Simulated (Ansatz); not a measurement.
# Cr: the cost of one run

Method: DFT PBE, scalar-relativistic, plane waves, PAW, in Ansatz 0.2.0.

### Step 1. Starting point

It takes space group Cmce (No. 64, orthorhombic). The conventional cell has a = 2.965 Å, b = 9.407 Å, c = 3.924 Å, α = 90.00°, β = 90.00°, γ = 90.00°. Cr (site symmetry m) is surrounded by 3 Cr at 1.94 to 1.97 Å.

Coordinates:

```
CELL_PARAMETERS angstrom
1.48273 -4.70351 0.00000
1.48273 4.70351 0.00000
0.00000 0.00000 3.92408
ATOMIC_POSITIONS crystal
Cr 0.09800 0.90200 0.91000
Cr 0.59800 0.40200 0.59000
Cr 0.90200 0.09800 0.09000
Cr 0.40200 0.59800 0.41000
```

(A quick probe on a coarse mesh, which set the mesh and smearing, is not shown.)

### Step 3. Coarse relaxation

input.yaml

```yaml
crystal:
  lattice:
    - [1.4827270336, -4.7035147593, 0.0]
    - [1.4827270336, 4.7035147593, 0.0]
    - [0.0, 0.0, 3.9240751706]
  atoms:
    - { symbol: Cr, position: [0.098, 0.902, 0.91] }
    - { symbol: Cr, position: [0.598, 0.402, 0.59] }
    - { symbol: Cr, position: [0.902, 0.098, 0.09] }
    - { symbol: Cr, position: [0.402, 0.598, 0.41] }
basis:
  ecutwfc: 420
kpoints:
  mp_grid: { grid: [6, 6, 4] }
hamiltonian:
  xc: pbe
scf:
  occupations: { method: gaussian, width: 0.1 }
  lower_state_search: "off"
output:
  forces: true
  stress: true
  eigenvalues: true
relax:
  adjacent_minimum: "off"
  f_tol: 0.04
  max_steps: 70
  cell: { stress_tol: 0.4 }
```

What time and memory should one allow on 1 thread of an Arm CPU, shared host?

About 76 s, with a peak of 0.42 GiB.
